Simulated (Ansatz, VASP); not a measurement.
# One calculation of Mg, two programs

The input INCAR:

```
ALGO = Normal
DIPOL = 0.5 0.5 0.500
EDIFF = 1E-6
ENCUT = 520
GGA = CA
IDIPOL = 3
ISIF = 2
ISMEAR = -1
LASPH = True
LCHARG = False
LDIPOL = True
LREAL = False
LWAVE = False
NBANDS = 10
NELM = 100
PREC = Accurate
SIGMA = 0.05
```

The input KPOINTS:

```
k-points
0
Gamma
  6 6 1
```

POSCAR

```
Mg
1.0
    3.0448380000      0.0000000000      0.0000000000
    0.0000000000      3.0503000000      0.0000000000
    0.0000000000      0.0000000000     19.2832740000
Mg
3
Direct
    0.0000000000      0.0000000000      0.3630088957
    0.0000000000      0.5000000000      0.5000000000
    0.0000000000      0.0000000000      0.6369911043
```

Input for Ansatz:

```yaml
crystal:
  lattice:
    - [3.044838, 0.0, 0.0]
    - [0.0, 3.0503, 0.0]
    - [0.0, 0.0, 19.283274]
  atoms:
    - { symbol: Mg, position: [0.0, 0.0, 0.3630088956885641] }
    - { symbol: Mg, position: [0.0, 0.5, 0.5] }
    - { symbol: Mg, position: [0.0, 0.0, 0.6369911043114359] }
kpoints:
  mp_grid:
    grid: [6, 6, 1]
hamiltonian:
  xc: lda
efield:
  axis: 3
  dipole_correction: true
scf:
  occupations:
    method: fermi_dirac
    width: 0.05
output:
  write_potential: true
  forces: true
```

The slab is cut from a database's or a generator's crystal, which needn't be the stable form of the element.

Alike in both runs: task single point; functional LDA; k mesh 6 × 6 × 1; occupations fermi-dirac, width 0.05 eV; no spin polarisation.

|  | VASP | Ansatz |
| --- | --- | --- |
| version | VASP 6.6.1 | Ansatz 0.2.0 |
| potentials or method | VASP PAW LDA potentials, release 64 (Mg) | plane waves, PAW |
| plane-wave cutoff (eV) | 520 | 420 |
| valence electrons in the cell | 6 | 30 |

```tsv
	VASP	Ansatz	Ansatz less VASP
gap on the k mesh at the Fermi level (eV)	none	none	-
rms of the force components (eV/Å)	0.004	0.003	-0.0013
```

Atom by atom the forces differ by 0.007 eV/Å (rms over components). A gap of «none» marks a metal or a gap that the smearing closes. The two sets of potentials don't hold the same shells in valence. Ansatz warned: «xc_potential_rough_in_thin_density».
